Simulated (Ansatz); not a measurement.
# Rh (bcc type): a single-point run

The task is a single-point run on Rh (bcc type).

Program: Ansatz 0.2.0. Level of theory: DFT, PBE, PAW with Ansatz's default frozen-core files, scalar-relativistic. These are calculated values, not measurements.

## 1. The starting structure

Symmetry: Im-3m, No. 229, cubic system. The conventional cell has a = 2.185 Å, b = 2.185 Å, c = 2.185 Å, α = 90.00°, β = 90.00°, γ = 90.00°. Rh (site symmetry m-3m) is surrounded by 8 Rh at 1.89 Å.

As a file:

```
Rh
1.0
    -1.09228    1.09228    1.09228
     1.09228   -1.09228    1.09228
     1.09228    1.09228   -1.09228
Rh
1
Direct
  0.00000 0.00000 0.00000
```

## 2. Input and run

input.yaml reads:

```yaml
crystal:
  lattice:
    - [-1.09227983, 1.09227983, 1.09227983]
    - [1.09227983, -1.09227983, 1.09227983]
    - [1.09227983, 1.09227983, -1.09227983]
  atoms:
    - { symbol: Rh, position: [0.0, 0.0, 0.0] }
kpoints:
  mp_grid: { grid: [16, 16, 16] }
scf:
  occupations: { method: fermi_dirac, width: 0.05 }
  max_iter: 80
hamiltonian:
  xc: pbe
  pseudopotentials: { kind: paw }
output:
  forces: true
  stress: true
  eigenvalues: true
  efg: { contact_densities: true }
```

On the command line:

```console
$ ansatz run input.yaml --threads 1 --pin off --max-ram 2048MiB --backend cpu --events-out ev --progress --plain --runs-dir out
```

Q: Will this input give a usable result? If not, why, and what should change?

This run ends as converged, with warnings (gradients without spin orbit). It gives a pressure of 2546 GPa, which is large; a structure far from rest gives such values too, whatever the setting.

The structure is squeezed far below its natural size. The shortest distance in the input is 1.89 Å.

The cure: restore the intended size.
